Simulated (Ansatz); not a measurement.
# Calculation log, Si (Fd-3m) (phonons)

Level of theory: PBEsol, all-electron LAPW in Ansatz 0.2.0, scalar-relativistic.

Cell and atoms were relaxed beforehand by PAW with this functional.

Launched as:

```sh
ansatz run input.yaml --threads 1 --pin off --max-ram 3072MiB --backend cpu --events-out ev --progress --plain --runs-dir out
```

input.yaml:

```yaml
crystal:
  lattice:
    - [0.0, 2.71672807639, 2.71672807639]
    - [2.71672807639, 0.0, 2.71672807639]
    - [2.71672807639, 2.71672807639, 0.0]
  atoms:
    - { symbol: Si, position: [0.25, 0.25, 0.25] }
    - { symbol: Si, position: [0.0, 0.0, 0.0] }
kpoints:
  mp_grid: { grid: [8, 8, 8] }
scf:
  occupations: { method: fixed }
hamiltonian:
  xc: pbesol
  pseudopotentials: { kind: all_electron, lapw: { basis_error: 0.001 } }
phonons:
  qmesh: [2, 2, 2]
  qpath:
    path:
      - [0.0, 0.0, 0.0]
      - [0.5, 0.0, 0.5]
      - [0.625, 0.25, 0.625]
      - [0.375, 0.375, 0.75]
      - [0.0, 0.0, 0.0]
      - [0.5, 0.5, 0.5]
      - [0.5, 0.25, 0.75]
      - [0.5, 0.0, 0.5]
    npoints: 6
  temperatures: { t_min: 0, t_max: 1000, t_step: 100 }
```

Output:

```
Warning: RAYON_NUM_THREADS=1 ignored (pool sized by the plan → 1); use --threads N
LAPW: plane waves up to 7.949 Å⁻¹, error target 1.0e-3 eV per atom; small_component_spin mean_spin; Si in spheres of 1.141 Å, 12 of its electrons in bands, Dirac shells [] (how accurate: ...
Engine: ansatz 0.2.0, aarch64-unknown-linux-gnu
Pseudopotentials: kind: all_electron
Pseudopotential: Si, LAPW, valence charge 12, lapw/all_electron/scalar/gaussian/Si, Koelling and Harmon's equation, gaussian nucleus
Functional definition: PBEsol
  exchange = pbesol_x
  correlation = pbesol_c
davidson cushion auto → on  (no smearing: the cushion is to keep the highest requested band from converging to the state above it; pin scf.eigensolver.cushion to override)
Crystal: 4 atoms, lattice volume = 80.204 Å³
Basis set: ecut = 240.76348909825498 eV, 673 PW (Γ), FFT grids on a1, a2, −a1+a2+a3, exchange–correlation at level 2
Bands: 29, of which v1, the nominal top of the filled ones, is band 24 counted from 1 (23 counted from 0)
Symmetry: 32 space group operations
k-points: 39 of 256
Non-local potential: Si, projectors of the file, none
[... 89 lines left out ...]
--- Phonons: 3 displaced members + 2 references (amplitude of the first 0.01 Å, Σ member SCF iterations 18) ---
  ASR residual: 3.938e-4 → 0.000e0 eV/Å²; symmetrization residual: 1.066e-14 eV/Å²
  largest component of a force at the reference: 6.9e-18 eV/Å
  ASR residual per site (eV/Å²): 3.94e-4 3.94e-4
  Γ frequencies (cm⁻¹): 0.00 0.00 0.00 508.83 508.83 508.83
--- Phonons (by wavevector): 3 wavevectors in 2 supercells ---
  supercell 1 (2 cells, vectors [1, 0, 0], [0, 1, -1], [0, 0, 2] in multiples of the cell's): 1 displaced member by 0.01 Å; free energy -31511.843590 eV; taken off its force constants: by the sum rule 3.9e-4, by the ...
  symmetry images taken by strict's conditions (phonons.symmetry_images: auto; settled by no image being taken that strict refuses)
  supercell 2 (2 cells, vectors [1, 0, 0], [0, 1, 0], [0, 0, 2] in multiples of the cell's): 2 displaced members by 0.01 Å; free energy -31511.843590 eV; taken off its force constants: by the sum rule 3.7e-4, by the ...
  symmetry images taken by strict's conditions (phonons.symmetry_images: auto; settled by no image being taken that strict refuses)
  q = [0.0000, 0.0000, 0.0000] (star 1, supercell 1; hermiticity 0.00e0, symmetrization 3.86e-5): -0.00 0.00 0.00 508.83 508.83 508.83
  q = [0.0000, 0.0000, -0.5000] (star 4, supercell 2; hermiticity 5.59e-17, symmetrization 5.26e-16): 103.66 103.66 368.66 407.84 484.96 484.96
  q = [0.0000, -0.5000, -0.5000] (star 3, supercell 1; hermiticity 1.08e-16, symmetrization 2.35e-16): 134.31 134.31 404.37 404.37 456.42 456.42
  joined force constants: q→R imaginary residual 1.61e-17
  density of states and harmonic sums: on the 20×20×20 q-mesh, interpolated from the force constants of a 2×2×2 supercell (no non-analytic term)
  largest difference from the sums on the solved wave vectors: F 5.23e-2 eV, S 8.45e-5 and C_V 3.23e-5 eV/K
```

The run converged.

**Harmonic thermodynamics**

Harmonic phonons of a crystal by Kohn-Sham DFT at the given cell, standard atomic masses, acoustic sum rule imposed; negative wavenumbers are unstable modes; sums over wave vectors interpolated from the q mesh.

```
Zero point energy : 60.8 meV/atom
```

```csv
temperature (K),phonon heat capacity (k_B/atom),phonon entropy (k_B/atom),phonon free energy (meV/atom)
100,0.9661,0.6347,58.86
200,1.899,1.614,49.16
300,2.389,2.489,31.37
400,2.625,3.213,6.7
500,2.749,3.813,-23.65
600,2.822,4.321,-58.75
700,2.867,4.76,-97.92
800,2.897,5.145,-140.6
900,2.918,5.487,-186.5
1000,2.933,5.795,-235.1
```

Phonons on the q mesh:

One row a degenerate set, branches counted upwards.

* Unstable phonons: no

```tsv
point	q a (r.l.u.)	q b (r.l.u.)	q c (r.l.u.)	branch	phonon wavenumber (cm⁻¹)	degeneracy
Gamma	0	0	0	4	508.8	3
L	0.5	0	0	1	103.7	2
L	0.5	0	0	3	368.7	1
L	0.5	0	0	4	407.8	1
L	0.5	0	0	5	485	2
X	0.5	0.5	0	1	134.3	2
X	0.5	0.5	0	3	404.4	2
X	0.5	0.5	0	5	456.4	2
```

Zone-centre phonons:

Optical zone-centre levels upwards with Mulliken labels, activity, and the element with most of the kinetic energy.

| Property | Result |
| --- | --- |
| Point group | m-3m |

| number | phonon wavenumber (cm⁻¹) | label | infrared | raman | lead element |
| --- | --- | --- | --- | --- | --- |
| 1 | 508.8 | T2g | no | yes | Si |

Caveats: coarse q mesh.

It took 3.1 min on 1 thread of Arm Neoverse V2 (shared host), peak memory 0.54 GiB.
